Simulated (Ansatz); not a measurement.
# MgS under changes of volume

One of the cells (22.670 Å³/atom); the others are scaled copies at fixed shape and fractional positions:

```
S Mg
1.0
     4.03462    0.00000    0.00000
    -2.01731    3.49409    0.00000
     0.00000    0.00000    6.43229
S Mg
2 2
Direct
  0.66667 0.33333 0.87924
  0.33333 0.66667 0.37924
  0.33333 0.66667 0.99575
  0.66667 0.33333 0.49575
```

The cell comes from a database or a generator and needn't be the stable form of this composition.

| Item | Value |
| --- | --- |
| Program | Ansatz 0.2.0 |
| Functional | PBEsol |
| Potentials or basis | Ansatz PAW |
| Cutoff | 420 eV (not typed: the program's choice for these potentials) |
| k mesh | 8 × 8 × 4 |
| Occupations | fermi-dirac, width 0.05 eV |
| Spin | no spin polarisation |

| volume (Å³/atom) | energy over the lowest point (meV/atom) | pressure (GPa) | gap on the mesh (eV) | largest force (eV/Å) |
| --- | --- | --- | --- | --- |
| 21.309 | 13.32 | 3.7 | 3.57 | 0.037 |
| 21.763 | 5.08 | 2.2 | 3.47 | 0.040 |
| 22.216 | 0.77 | 0.9 | 3.37 | 0.042 |
| 22.670 | 0.00 | -0.3 | 3.27 | 0.045 |
| 23.123 | ? | ? | ? | ? |
| 23.576 | 7.75 | -2.4 | 3.08 | 0.049 |
| 24.030 | 15.68 | -3.2 | 3.00 | 0.050 |

Problem. What does the run at 23.123 Å³/atom give?

Solution. Energy over the lowest point 2.43 meV/atom; pressure -1.4 GPa; gap on the mesh 3.17 eV; largest force 0.047 eV/Å.

Worked out: A Birch-Murnaghan fit of order 3 (a polynomial in V^(-2/3)) to the other rows has its minimum at 22.55 Å³/atom with B0 = V·E''(V) = 58 GPa and B' = 4.1 at fixed shape and positions, which overstates the stiffness. It gives 2.43 meV/atom at 23.123 Å³/atom, against the run's 2.43, and -dE/dV = -1.4 GPa, against -1.4. A straight line through the other rows of the gap, of slope -4.78 eV per unit of ln V (its deformation potential), gives 3.18 eV, against the run's 3.17.

Energies are extrapolated to zero smearing.

Caveats: the PAW data sets come from PBE, with cores solved anew for the run's functional, which leaves a small shift of forces and pressure.
